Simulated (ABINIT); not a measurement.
The system is MoS2.

```xyz
3
Lattice="3.2275 0.0000 0.0000 -1.6137 2.7951 0.0000 0.0000 0.0000 6.3125" Properties=species:S:1:pos:R:3 pbc="T T T"
Mo    0.0000    0.0000    3.1562
S     1.6137    0.9317    4.7008
S     0.0000    1.8634    1.6117
```

Measurements of this composition are mostly on another form, of space group No. 194.

* Program: ABINIT 10.8.3 (patched build)
* Task: relaxation of cell and atoms
* Functional: PBEsol
* Potentials or basis: PseudoDojo NC SR PBEsol v0.4 stringent
* Cutoff: 1088 eV
* k mesh: 7 × 7 × 3
* Occupations: fermi-dirac, width 0.05 eV
* Spin: no spin polarisation

At the start: pressure -3.1 GPa; volume 18.98 Å³/atom.

**Question.** Where does the relaxation end?

**Answer.** Over 15 steps the energy falls by 14.3 meV/atom and the volume is 17.48 Å³/atom (-7.9 %); space group P-3m1 (No. 164, to 0.05 Å).

The path:
```
step  energy change (eV)  largest force (eV/Å)  pressure (GPa)  volume (Å³)
   1              0.0000                0.0067           -3.15        56.94
   2             -0.0114                0.1323           -1.93        56.40
   3             -0.0262                0.3423            0.68        55.14
   4             -0.0307                0.3019            0.90        54.85
   5             -0.0363                0.0943            0.33        54.54
   6             -0.0366                0.0436           -0.01        54.59
   7             -0.0367                0.0254           -0.16        54.62
   8             -0.0369                0.0008           -0.39        54.62
   9             -0.0375                0.0381           -0.71        54.52
  10             -0.0390                0.0868           -1.10        54.10
  11             -0.0410                0.1118           -1.17        53.18
  12             -0.0422                0.0769           -0.69        52.57
  13             -0.0427                0.0191           -0.14        52.42
  14             -0.0428                0.0007           -0.01        52.43
  15             -0.0428                0.0001            0.00        52.43
```

Final structure:
```
Mo S
1.0
     3.15656    0.00000    0.00000
    -1.57828    2.73366    0.00000
     0.00000    0.00000    6.07578
Mo S
1 2
Direct
  0.00000 0.00000 0.50000
  0.66667 0.33333 0.75941
  0.33333 0.66667 0.24059
```

Caveat: this functional lacks dispersion, which binds the layers, so the pressure and a relaxed spacing across them are unreliable.
